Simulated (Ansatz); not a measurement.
Runs of Ansatz 0.2.0 on GaN. The structure is hexagonal, space group P6_3mc (No. 186). The conventional cell has a = 3.212 Å, b = 3.212 Å, c = 10.357 Å, α = 90.00°, β = 90.00°, γ = 120.00°. Ga (site symmetry 3m) has 4 N at 1.95 to 2.00 Å as nearest neighbours. Ga (site symmetry 3m) is surrounded by 3 N at 1.94 Å. N (site symmetry 3m) is surrounded by 4 Ga at 1.94 to 2.00 Å. N (site symmetry 3m) is surrounded by 3 Ga at 1.95 Å. The cell is a database's computed one.

```csv
task,level,cutoff (eV),basis error allowed,gap on the mesh (eV),pressure (GPa),largest force (eV/Å)
band structure,PBE,393,0.002 eV/atom,0.83,-0.2,(a)
band structure,PBEsol,393,0.002 eV/atom,0.79,-6.1,0.24
band structure,LDA,394,0.002 eV/atom,0.83,-10.9,0.22
single point,PBEsol,426,0.001 eV/atom,0.79,-6.1,0.24
```

Alike in all rows: potentials or basis all-electron LAPW, scalar-relativistic; no spin polarisation; cell as given; k mesh 10 × 10 × 3; smearing fermi-dirac 0.05 eV.

Estimate the missing entries.

(a) 0.32.

A k mesh can miss the band edges, and the runs leave out spin-orbit coupling on Ga.
